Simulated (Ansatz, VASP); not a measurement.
# AlNi in two plane-wave programs, part 2 of 2

Aim: how closely do two programs agree when they are given the same cell, functional and k mesh? The structure shown is the end of the Ansatz relaxation below.

VASP 6.6.1 and Ansatz 0.2.0.

So far: Starting point; Ansatz: relaxation, PBEsol; VASP: single point, PBEsol, pair 1; Differences; VASP: single point, PBEsol, pair 2.

**6. VASP: single point, PBEsol, pair 2 (continued)**

Level of this step: PBEsol, no spin polarisation; plane waves and PAW (Ni, Al) (VASP).

Numbers of over 12 decimals in the logs are rounded to 6 here.

From OUTCAR (step 6):

```text
  Total        0.4736935      0.4736935      0.0228449      0.0000000      0.0000000      0.0000000
  in kB       32.7323864     32.7323864      1.5785903      0.0000000      0.0000000      0.0000000
  external PRESSURE =      22.3477877 kB  Pullay stress =       0.0000000 kB

 POSITION                                       TOTAL-FORCE (eV/Angst)
 -----------------------------------------------------------------------------------
      1.40236      1.40236      1.47374         0.000000      0.000000      0.000000
      0.00000      0.00000      0.00000         0.000000      0.000000      0.000000
 -----------------------------------------------------------------------------------
    total drift:                                0.000000      0.000000     -0.000000

  FREE ENERGIE OF THE ION-ELECTRON SYSTEM (eV)
  ---------------------------------------------------
  free  energy   TOTEN  =       -11.5791426204 eV

  energy  without entropy=      -11.5728870050  energy(sigma->0) =      -11.57601481

[... 1 part as in an earlier step ...]

[... 2 further parts left out ...]
[key lines of the parts left out:]
E-fermi :  10.3140
```

The run ends at a pressure of 2.23 GPa.

**7. Differences**

What differs besides the data sets and the points named for the pairs above, as far as they apply: the data sets hold 21 valence electrons in Ansatz (on its PAW soft_1 files) and 13 in VASP. Total energies have different zeros and are not compared.

Compared:

| quantity | Ansatz | VASP | difference |
| --- | --- | --- | --- |
| pressure (GPa) | 2.03 | 2.23 | -0.20 |

**8. Ansatz: relaxation, PBEsol**

This run makes the geometry at which the two programs are then compared. The cell compared in this pair holds 23.32 Å³, against 23.19 Å³ for the pair before.

The structure compared here is the end of the Ansatz relaxation.

Input file input.yaml:

```yaml
crystal:
  lattice:
    - [2.83333941, 0.0, 0.0]
    - [0.0, 2.83333941, 0.0]
    - [0.0, 0.0, 2.879130754]
  atoms:
    - { symbol: Ni, position: [0.5, 0.5, 0.5] }
    - { symbol: Al, position: [0.0, 0.0, 0.0] }
kpoints:
  mp_grid: { grid: [15, 15, 15] }
scf:
  occupations: { method: fermi_dirac, width: 0.05 }
hamiltonian:
  xc: pbesol
  pseudopotentials: { kind: paw, azcp: { folder: soft_1 }, xc_functional: pbe }
basis:
  ecutwfc: 600
output:
  forces: true
  stress: true
relax:
  f_tol: 0.005
  max_steps: 70
  cell: { stress_tol: 0.02, p_target: 0, fix: [a, b, alpha, beta, gamma] }
```

On the command line:

```sh
ansatz run input.yaml --threads 4 --pin off --max-ram 10240MiB --backend cpu --events-out ev --progress --plain --runs-dir out
```

The log of the run:

```text
[...]
Crystal: 2 atoms, lattice volume = 23.113 Å³
Basis set: ecut = 600 eV, 751 PW (Γ), exchange–correlation on 48×48×48 points (8 copies of the dense FFT grid, shifted against one another)
Bands: 15, of which v1, the nominal top of the filled ones, is band 11 counted from 1 (10 counted from 0)
Symmetry: 16 space group operations
[...]
k-points: 288 of 3375
[...]
1.403164       0.000000       0.000000
        0.000000       1.403164       0.000000
        0.000000       0.000000      -0.000069
  P = ⅓ Tr σ = 0.9354 GPa (9.354 kbar)
--- Relaxed structure (4 steps of the walk, 4 accepted, 1 SCFs on fresh bases) ---
[...]
cell:  # Å, volume = 23.3194 Å³
    - [2.83333941, 0.0, 0.0]
    - [0.0, 2.83333941, 0.0]
    - [0.0, 0.0, 2.904824]
  atoms:
    - { symbol: Ni, position: [0.5, 0.5, 0.500000] }
    - { symbol: Al, position: [0, 0, 0.0] }
[key lines of the parts left out:]
SCF converged after 9 iterations
Free energy (F): -6330.876632 eV
Fermi energy:    14.181519 eV
```

**9. VASP: single point, PBEsol, pair 3**

The same cell, functional, mesh and smearing now go to VASP, with its own data sets.

Input file INCAR:

```
SYSTEM = AlNi
PREC = Accurate
ENCUT = 600
EDIFF = 1E-06
NELM = 120
ISMEAR = -1
SIGMA = 0.05
LREAL = .FALSE.
ALGO = Normal
GGA = PS
NBANDS = 12
LASPH = .TRUE.
LORBIT = 11
LWAVE = .FALSE.
LCHARG = .FALSE.
ISIF = 2
GGA_COMPAT = .FALSE.
KPAR = 2
```

Input file POSCAR:

```
AlNi
1.0
    2.8333394100      0.0000000000      0.0000000000
    0.0000000000      2.8333394100      0.0000000000
    0.0000000000      0.0000000000      2.9048236351
Ni Al
1 1
Direct
    0.5000000000      0.5000000000      0.5000000000
    0.0000000000      0.0000000000      0.0000000000
```

Input file KPOINTS:

```
Automatic mesh
0
Gamma
15 15 15
0 0 0
```

The projector-augmented-wave data sets are Ni and Al (PBE family, release 64).

On the command line:

```sh
mpirun -np 2 vasp_std
```

The log of the run:

```text
[... set-up lines as in an earlier step ...]
 entering main loop
       N       E                     dE             d eps       ncg     rms          rms(c)
DAV:   1     0.438938610423E+02    0.43894E+02   -0.61122E+03  6944   0.128E+03
DAV:   2    -0.114560730657E+02   -0.55350E+02   -0.51226E+02  7104   0.207E+02
DAV:   3    -0.132169130356E+02   -0.17608E+01   -0.17420E+01  8408   0.433E+01
DAV:   4    -0.132413270483E+02   -0.24414E-01   -0.24402E-01  7792   0.459E+00
[...]
DAV:  11    -0.115858918416E+02   -0.32685E-05   -0.71288E-05  8900   0.772E-02    0.256E-02
DAV:  12    -0.115858904064E+02    0.14352E-05   -0.48142E-06  7692   0.357E-02    0.434E-03
DAV:  13    -0.115858899835E+02    0.42289E-06   -0.30163E-07  4220   0.641E-03
   1 F= -.11585890E+02 E0= -.11582298E+02  d E =-.718406E-02
```

Parts of OUTCAR (step 9):

```text
  Total        0.2279472      0.2279472      0.0184895      0.0000000      0.0000000      0.0000000
  in kB       15.6613042     15.6613042      1.2703385      0.0000000      0.0000000      0.0000000
  external PRESSURE =      10.8643156 kB  Pullay stress =       0.0000000 kB

 POSITION                                       TOTAL-FORCE (eV/Angst)
 -----------------------------------------------------------------------------------
      1.41667      1.41667      1.45241         0.000000      0.000000      0.000000
      0.00000      0.00000      0.00000         0.000000      0.000000      0.000000
 -----------------------------------------------------------------------------------
    total drift:                                0.000000      0.000000     -0.000000

  FREE ENERGIE OF THE ION-ELECTRON SYSTEM (eV)
  ---------------------------------------------------
  free  energy   TOTEN  =       -11.5858899835 eV

  energy  without entropy=      -11.5787059213  energy(sigma->0) =      -11.58229795

[... 1 part as in an earlier step ...]

[... 2 further parts left out ...]
[key lines of the parts left out:]
E-fermi :  10.2438
```

The run ends at a pressure of 1.09 GPa.

**10. Comparison**

What differs besides the data sets and the points named for the pairs above, as far as they apply: the data sets hold 21 valence electrons in Ansatz (on its PAW soft_1 files) and 13 in VASP. Total energies have different zeros and are not compared.

Both answers:

| quantity | Ansatz | VASP | difference |
| --- | --- | --- | --- |
| pressure (GPa) | 0.94 | 1.09 | -0.15 |

**11. Results**

* difference in pressure (single point, PBEsol, pair 1): -0.19 GPa
* difference in pressure (single point, PBEsol, pair 2): -0.20 GPa
* difference in pressure (single point, PBEsol, pair 3): -0.15 GPa

What this shows: The difference in pressure is -0.20 GPa (single point, PBEsol, pair 2), within the 1 GPa picked in this series as the mark of a large difference. The data sets hold unlike numbers of valence electrons (21 in Ansatz and 13 in VASP), so part of the differences comes from the potentials. 3 further runs of this series are not shown here. Such differences can come from data sets, numerical settings and the points named under the comparisons, not from the functional's error against experiment.

[Lines on the potential files, build, host, timing and source positions are cut from VASP's logs without a mark.]

[Logs are printed without paths, hosts, clocks, repeated set-up lines and the standing remarks that a program may print on its own settings, such as how far it seeks lower states.]

[Hosts, paths, dates, database ids (printed as entryN), source tags and the programs' standing remarks are cut or masked in the printed files.]
